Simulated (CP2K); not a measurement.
Crystal: Nb.

```xyz
1
Lattice="2.8820 0.0000 0.0000 -0.9607 2.7172 0.0000 -0.9607 -1.3586 2.3532" Properties=species:S:1:pos:R:3 pbc="T T T"
Nb    0.0000    0.0000    0.0000
```

Base run:

| Item | Value |
| --- | --- |
| Program | CP2K 2026.2 |
| Functional | PBEsol |
| Potentials or basis | POTENTIAL_UZH Nb GTH-PBE-q13; TZVP-MOLOPT-PBE-GTH basis |
| Density cutoff | 9184 eV |
| k mesh | 11 × 11 × 11 |
| Occupations | fermi-dirac, width 0.05 eV |
| Spin | no spin polarisation |

Its results: band gap on the k mesh none (metal or under the smearing width); pressure -6.4 GPa.

Task: After a change of settings the same cell gave: band gap on the k mesh none (metal or under the smearing width); pressure -9.6 GPa. Which change was it?
A. functional from PBEsol to HLE16
B. functional from PBEsol to vdW-DF2
C. functional from PBEsol to optB88-vdW
D. functional from PBEsol to LDA

Result: D.

LDA binds more tightly than PBEsol, so the same cell stands under less pressure.

Caveats: the potentials were made for another functional, which shifts forces and pressure; the basis of atomic orbitals isn't converged, which shifts pressures, moduli and gaps.
